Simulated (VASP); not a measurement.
# Ge (Ia-3) in VASP: reference runs

Aim: a first look at Ge with PBE, on the cell as given, and energy against volume gives the equilibrium volume and stiffness.

Everything below comes from runs of VASP 6.6.1. Logs are shortened: lines on timing, memory, paths and dates and some standing lists are left out, and cuts for length are marked.

## (1) The structure

Symmetry: Ia-3, No. 206, cubic system. The conventional cell has a = 6.968 Å, b = 6.968 Å, c = 6.968 Å, α = 90.00°, β = 90.00°, γ = 90.00°. Ge (site symmetry 3) is surrounded by 4 Ge at 2.43 to 2.51 Å.

This isn't the form of Ge at room conditions, which is diamond.

## (2) Single point, PBE

Contents of INCAR:

```
PREC = Accurate
ENCUT = 520
EDIFF = 1E-7
ISMEAR = -1
SIGMA = 0.05
LREAL = False
LASPH = True
NELM = 60
ALGO = Normal
ISIF = 2
LWAVE = False
LCHARG = False
GGA = PE
NBANDS = 66
```

Contents of KPOINTS:

```
Automatic mesh
0
Gamma
  6 6 6
```

Contents of POSCAR:

```
Ge
1.0
   -3.4841702800      3.4841702800      3.4841702800
    3.4841702800     -3.4841702800      3.4841702800
    3.4841702800      3.4841702800     -3.4841702800
Ge
8
Direct
    0.2988990800      0.2988990800      0.2988990800
    0.0000000000      0.2011009200      0.5000000000
    0.2011009200      0.5000000000      0.0000000000
    0.5000000000      0.0000000000      0.2011009200
    0.7011009200      0.7011009200      0.7011009200
    0.0000000000      0.7988990800      0.5000000000
    0.7988990800      0.5000000000      0.0000000000
    0.5000000000      0.0000000000      0.7988990800
```

Potentials or basis: VASP PAW PBE potentials, release 64 (Ge_d).

Started as:

```console
cat potpaw_PBE.64/Ge_d/POTCAR > POTCAR
mpirun -np 1 vasp_std > vasp.out
```

OUTCAR:

```text
PREC = Accurate
   ENCUT = 520
   EDIFF = 1E-7
   ISMEAR = -1
   LREAL = False
   LASPH = True
   NELM = 60
   ISIF = 2
   GGA = PE

 ion  position               nearest neighbor table
   1  0.299  0.299  0.299-   5 2.43   3 2.51   4 2.51   2 2.51
   2  0.000  0.201  0.500-   6 2.43   3 2.51   1 2.51   4 2.51
   3  0.201  0.500  0.000-   7 2.43   4 2.51   1 2.51   2 2.51
   4  0.500  0.000  0.201-   8 2.43   2 2.51   1 2.51   3 2.51
   5  0.701  0.701  0.701-   1 2.43   6 2.51   7 2.51   8 2.51
   6  0.000  0.799  0.500-   2 2.43   5 2.51   8 2.51   7 2.51
   7  0.799  0.500  0.000-   3 2.43   5 2.51   6 2.51   8 2.51
   8  0.500  0.000  0.799-   4 2.43   5 2.51   7 2.51   6 2.51

  LATTYP: Found a body centered cubic cell.
 ALAT       =     6.9683405600

  Lattice vectors:

 A1 = (  -3.4841702800,   3.4841702800,   3.4841702800)
 A2 = (   3.4841702800,  -3.4841702800,   3.4841702800)
 A3 = (   3.4841702800,   3.4841702800,  -3.4841702800)

Analysis of symmetry for initial positions (statically):
=====================================================================
 Subroutine PRICEL returns:
 Original cell was already a primitive cell.

 Routine SETGRP: Setting up the symmetry group for a
 body centered cubic supercell.

 Subroutine GETGRP returns: Found 24 space group operations
 (whereof  6 operations were pure point group operations)
 out of a pool of 48 trial point group operations.

The static configuration has the point symmetry S_6 .
 The point group associated with its full space group is T_h .

Analysis of symmetry for dynamics (positions and initial velocities):
=====================================================================
 Subroutine PRICEL returns:
 Original cell was already a primitive cell.

 Routine SETGRP: Setting up the symmetry group for a
 body centered cubic supercell.

 Subroutine GETGRP returns: Found 24 space group operations
 (whereof  6 operations were pure point group operations)
 out of a pool of 48 trial point group operations.

The dynamic configuration has the point symmetry S_6 .
 The point group associated with its full space group is T_h .

 Subroutine INISYM returns: Found 24 space group operations
 (whereof  6 operations are pure point group operations),
 and found     1 'primitive' translations

----------------------------------------------------------------------------------------

                                     Primitive cell

  volume of cell :     169.1835

  direct lattice vectors                    reciprocal lattice vectors
    -3.484170280  3.484170280  3.484170280     0.000000000  0.143506189  0.143506189
     3.484170280 -3.484170280  3.484170280     0.143506189  0.000000000  0.143506189
     3.484170280  3.484170280 -3.484170280     0.143506189  0.143506189  0.000000000

  length of vectors
     6.034759947  6.034759947  6.034759947     0.202948399  0.202948399  0.202948399

  position of ions in fractional coordinates (direct lattice)
     0.298899080  0.298899080  0.298899080
     0.000000000  0.201100920  0.500000000
     0.201100920  0.500000000  0.000000000
     0.500000000  0.000000000  0.201100920
     0.701100920  0.701100920  0.701100920
     0.000000000  0.798899080  0.500000000
     0.798899080  0.500000000  0.000000000
     0.500000000  0.000000000  0.798899080

  ion indices of the primitive-cell ions
   primitive index   ion index
                 1           1
                 2           2
                 3           3
                 4           4
                 5           5
                 6           6
                 7           7
                 8           8

----------------------------------------------------------------------------------------

 KPOINTS: Automatic mesh

Automatic generation of k-mesh.
 Grid dimensions read from file:
 generate k-points for:    6    6    6

 Generating k-lattice:

  Cartesian coordinates                     Fractional coordinates (reciprocal lattice)
     0.000000000  0.023917698  0.023917698     0.166666667  0.000000000  0.000000000
     0.023917698  0.000000000  0.023917698     0.000000000  0.166666667  0.000000000
     0.023917698  0.023917698  0.000000000     0.000000000  0.000000000  0.166666667

  Length of vectors
     0.033824733  0.033824733  0.033824733

  Shift w.r.t. Gamma in fractional coordinates (k-lattice)
     0.000000000  0.000000000  0.000000000

 Subroutine IBZKPT returns following result:
 ===========================================

 Found     18 irreducible k-points:

 Following reciprocal coordinates:
            Coordinates               Weight
  0.000000  0.000000  0.000000      1.000000
  0.166667  0.000000  0.000000     12.000000
  0.333333  0.000000  0.000000     12.000000
  0.500000  0.000000  0.000000      6.000000
  0.166667  0.166667  0.000000     24.000000
  0.333333  0.166667  0.000000     24.000000
[... 10 lines left out ...]
  0.500000  0.500000  0.333333     12.000000
  0.500000  0.500000  0.500000      1.000000
   k-points           NKPTS =     18   k-points in BZ     NKDIM =     18   number of bands    NBANDS=     66
   number of dos      NEDOS =    301   number of ions     NIONS =      8
   total plane-waves  NPLWV = 110592
   dimension x,y,z NGX =    48 NGY =   48 NGZ =   48
   dimension x,y,z NGXF=    96 NGYF=   96 NGZF=   96
   ions per type =               8
   NGX,Y,Z   is equivalent  to a cutoff of  13.22, 13.22, 13.22 a.u.
   NGXF,Y,Z  is equivalent  to a cutoff of  26.45, 26.45, 26.45 a.u.
 SYSTEM =  unknown system
   PREC   = accura    normal or accurate (medium, high low for compatibility)
   ISTART =      0    job   : 0-new  1-cont  2-samecut
   ICHARG =      2    charge: 1-file 2-atom 10-const
   ISPIN  =      1    spin polarized calculation?
   LNONCOLLINEAR =      F non collinear calculations
   LSORBIT =      F    spin-orbit coupling
   LASPH  =      T    aspherical Exc in radial PAW
   ENCUT  =  520.0 eV  38.22 Ry    6.18 a.u.  11.22 11.22 11.22*2*pi/ulx,y,z
   NELM   =     60;   NELMIN=  2; NELMDL= -5     # of ELM steps
   EDIFF  = 0.1E-06   stopping-criterion for ELM
   LREAL  =      F    real-space projection
   EDIFFG = 0.1E-05   stopping-criterion for IOM
   NSW    =      0    number of steps for IOM
   IBRION =     -1    ionic relax: 0-MD 1-quasi-New 2-CG
   NFREE  =      0    steps in history (QN), initial steepest desc. (CG)
   ISIF   =      2    stress and relaxation
   ISYM   =      2    0-nonsym 1-usesym 2-fastsym
   POTIM  = 0.5000    time-step for ionic-motion
   TEBEG  =    0.0;   TEEND  =   0.0 temperature during run
   PSTRESS=    0.0 pullay stress
   NELECT =     112.0000    total number of electrons
   NUPDOWN=      -1.0000    fix difference up-down
   EMIN   =  10.00;   EMAX   =-10.00  energy-range for DOS
   EFERMI =   0.00;   METHOD = LEGACY
   ISMEAR =    -1;   SIGMA  =   0.05  broadening in eV -4-tet -1-fermi 0-gaus
   EFERMI_NEDOS =   21; number of points for ismear=-14 and -15
   IALGO  =     38    algorithm
   IMIX   =      4    mixing-type and parameters
     AMIX     =   0.40;   BMIX     =  1.00
     AMIX_MAG =   1.60;   BMIX_MAG =  1.00
  volume/ion in A,a.u.               =      21.15       142.71
  Fermi-wavevector in a.u.,A,eV,Ry     =   1.426795  2.696251 27.697964  2.035743
  Thomas-Fermi vector in A             =   2.547033
   LORBIT       =      0    0 simple, 1 ext, 2 COOP (PROOUT), +10 PAW based schemes
   GGA     = PE    functional components
   LHFCALC =     F    Hartree Fock is set to
   AEXX    =    0.0000 exact exchange contribution
   IVDW    =     0    specifies the selected vdW correction
   LEPSILON=     F    determine dielectric tensor
   LRPA    =     F    only Hartree local field effects (RPA)
 non-spin polarized calculation
  energy-cutoff  :      520.00
  volume of cell :      169.18
 maximum number of plane-waves:      4567
 NGX is ok and might be reduce to    48
   NGX = 23   NGY = 23   NGZ = 23

 number of electron     112.0000034 magnetization

 Free energy of the ion-electron system (eV)
  ---------------------------------------------------
  ext. energy  EPLUGINS =         0.00000000
  ---------------------------------------------------
  free energy    TOTEN  =       -34.96252213 eV

  energy without entropy =      -34.94928303  energy(sigma->0) =      -34.95590258

 E-fermi :   5.5304     XC(G=0): -10.4442

 val. band max:        5.5211876594   @ k =   0.5000   0.5000   0.3333
 cond. band min:       5.5502541385   @ k =   0.5000   0.5000   0.3333
 fundamental gap:      0.0290664791
 Fermi energy:         5.5303638902

 k-point     1 :       0.0000    0.0000    0.0000
  band No.  band energies     occupation
      1     -19.3087      2.00000
      2     -19.2988      2.00000
      3     -19.2988      2.00000
      4     -19.2988      2.00000
      5     -19.2787      2.00000
      6     -19.2787      2.00000
[... 58 lines left out ...]
     65      10.3851      0.00000
     66      12.2235      0.00000

 k-point     2 :       0.1667    0.0000    0.0000
  band No.  band energies     occupation
      1     -19.3089      2.00000
      2     -19.3026      2.00000
      3     -19.2980      2.00000
      4     -19.2963      2.00000
      5     -19.2755      2.00000
      6     -19.2740      2.00000
[... 58 lines left out ...]
     65      10.8693      0.00000
     66      11.2854      0.00000

 k-point     3 :       0.3333    0.0000    0.0000
  band No.  band energies     occupation
      1     -19.3092      2.00000
      2     -19.3070      2.00000
      3     -19.2944      2.00000
      4     -19.2919      2.00000
      5     -19.2727      2.00000
      6     -19.2672      2.00000
[... 1024 lines left out ...]
     65       9.7936      0.00000
     66       9.8017      0.00000

 k-point    18 :       0.5000    0.5000    0.5000
  band No.  band energies     occupation
      1     -19.3110      2.00000
      2     -19.3110      2.00000
      3     -19.3110      2.00000
      4     -19.2517      2.00000
      5     -19.2517      2.00000
      6     -19.2517      2.00000
[... 58 lines left out ...]
     65       8.8443      0.00000
     66       9.6884      0.00000

------------------------ aborting loop because EDIFF is reached ----------------------------------------

  FORCE on cell =-STRESS in cart. coord.  units (eV):
  Direction    XX          YY          ZZ          XY          YZ          ZX
  --------------------------------------------------------------------------------------
  -------------------------------------------------------------------------------------
  Total        3.0487474      3.0487474      3.0487474     -0.0000000      0.0000000      0.0000000
  in kB       28.8718043     28.8718043     28.8718043     -0.0000000      0.0000000      0.0000000
  external PRESSURE =      28.8718043 kB  Pullay stress =       0.0000000 kB

 VOLUME and BASIS-vectors are now :
 -----------------------------------------------------------------------------
  energy-cutoff  :      520.00
  volume of cell :      169.18
      direct lattice vectors                 reciprocal lattice vectors
    -3.484170280  3.484170280  3.484170280     0.000000000  0.143506189  0.143506189
     3.484170280 -3.484170280  3.484170280     0.143506189  0.000000000  0.143506189
     3.484170280  3.484170280 -3.484170280     0.143506189  0.143506189  0.000000000

 POSITION                                       TOTAL-FORCE (eV/Angst)
 -----------------------------------------------------------------------------------
      1.04142      1.04142      1.04142        -0.148625     -0.148625     -0.148625
      2.44275      1.04142     -1.04142         0.148625     -0.148625      0.148625
      1.04142     -1.04142      2.44275        -0.148625      0.148625      0.148625
     -1.04142      2.44275      1.04142         0.148625      0.148625     -0.148625
      2.44275      2.44275      2.44275         0.148625      0.148625      0.148625
      4.52559     -1.04142      1.04142        -0.148625      0.148625     -0.148625
     -1.04142      1.04142      4.52559         0.148625     -0.148625     -0.148625
      1.04142      4.52559     -1.04142        -0.148625     -0.148625      0.148625
 -----------------------------------------------------------------------------------
    total drift:                                0.000000      0.000000     -0.000000

  FREE ENERGIE OF THE ION-ELECTRON SYSTEM (eV)
  ---------------------------------------------------
  free  energy   TOTEN  =       -34.9625221262 eV

  energy  without entropy=      -34.9492830343  energy(sigma->0) =      -34.95590258
```

Run time: 3.7 min. Hardware: 1 thread of Intel Xeon Platinum 8488C (Sapphire Rapids), shared host; peak memory 0.39 GiB.

What came out:

| Quantity | Value |
| --- | --- |
| Free energy | -34.9625 eV |
| Pressure | 2.9 GPa |
| Largest force | 0.257 eV/Å |
| Band gap on the k mesh | none (metal or under the smearing width) |

Forces in eV/Å, atoms in the order of the input:
```
Ge  -0.149 -0.149 -0.149
Ge   0.149 -0.149  0.149
Ge  -0.149  0.149  0.149
Ge   0.149  0.149 -0.149
Ge   0.149  0.149  0.149
Ge  -0.149  0.149 -0.149
Ge   0.149 -0.149 -0.149
Ge  -0.149 -0.149  0.149
```

Levels at points of the mesh, in eV from the Fermi level:
```
           k point  band 53  band 54  band 55  band 56  band 57  band 58  band 59  band 60
(0.00, 0.00, 0.00)    -3.53    -1.25    -1.25    -0.83     1.58     1.58     1.58     3.85
(0.50, 0.00, 0.00)    -1.95    -1.95    -1.10    -1.10     0.44     0.44     1.92     1.92
(0.50, 0.50, 0.50)    -2.33    -1.53     0.39     0.39     0.39     1.44     2.53     2.84
```

## (3) Equation of state, PBE, 19.88 Å³/atom (volume scaled by 0.94)

Contents of INCAR:

```
SYSTEM = Ge
PREC     = Accurate       ! precision mode
ENCUT    = 520            ! plane-wave cutoff, eV
EDIFF    = 1E-7           ! SCF threshold, eV
ISMEAR   = -1             ! smearing method
SIGMA    = 0.05           ! smearing width, eV
LREAL    = .False.        ! projectors in reciprocal space
LASPH    = .True.         ! aspherical terms in the spheres
NELM     = 80             ! most SCF steps
ALGO     = Normal         ! electronic algorithm
ISIF     = 2              ! what is computed and relaxed
LWAVE    = .False.        ! write WAVECAR
LCHARG   = .False.        ! write CHGCAR
GGA      = PE             ! functional
NBANDS   = 66             ! bands
```

Contents of KPOINTS:

```
Automatic mesh
0
Gamma
  6 6 6
  0 0 0
```

Changes to POSCAR since step 2:

```diff
@@ -2,5 +2,5 @@
 1.0
-   -3.4841702800      3.4841702800      3.4841702800
-    3.4841702800     -3.4841702800      3.4841702800
-    3.4841702800      3.4841702800     -3.4841702800
+   -3.4130448067      3.4130448067      3.4130448067
+    3.4130448067     -3.4130448067      3.4130448067
+    3.4130448067      3.4130448067     -3.4130448067
 Ge
```

Potentials or basis: VASP PAW PBE potentials, release 64 (Ge_d).

Started as:

```console
cat potpaw_PBE.64/Ge_d/POTCAR > POTCAR
mpirun -np 1 vasp_std > vasp.out
```

Run time: 4.5 min. Hardware: 1 thread of Intel Xeon Platinum 8488C (Sapphire Rapids), shared host; peak memory 0.39 GiB.

The run converged. Its results:

```yaml
Free_energy: -34.6186 eV
Pressure: 8.1 GPa
Largest_force: 0.486 eV/Å
Band_gap_on_the_k_mesh: none (metal or under the smearing width)
```

## (4) Equation of state, PBE, 20.30 Å³/atom (volume scaled by 0.96)

Contents of INCAR:

```
ALGO = Normal
EDIFF = 1E-7
ENCUT = 520
GGA = PE
ISIF = 2
ISMEAR = -1
LASPH = True
LCHARG = False
LREAL = False
LWAVE = False
NBANDS = 66
NELM = 60
PREC = Accurate
SIGMA = 0.05
```

Contents of KPOINTS:

```
k-points
0
Gamma
  6 6 6
```

Changes to POSCAR since step 3:

```diff
@@ -2,5 +2,5 @@
 1.0
-   -3.4130448067      3.4130448067      3.4130448067
-    3.4130448067     -3.4130448067      3.4130448067
-    3.4130448067      3.4130448067     -3.4130448067
+   -3.4370811254      3.4370811254      3.4370811254
+    3.4370811254     -3.4370811254      3.4370811254
+    3.4370811254      3.4370811254     -3.4370811254
 Ge
```

Started as:

```console
cat potpaw_PBE.64/Ge_d/POTCAR > POTCAR
mpirun -np 1 vasp_std > vasp.out
```

Run time: 5.3 min. Hardware: 1 thread of Intel Xeon Platinum 8488C (Sapphire Rapids), shared host; peak memory 0.39 GiB.

Results (log left out):

| Item | Value |
| --- | --- |
| Free energy | -34.7708 eV |
| Pressure | 6.2 GPa |
| Largest force | 0.403 eV/Å |
| Band gap on the k mesh | none (metal or under the smearing width) |

(Part 1 of 2 ends here.)
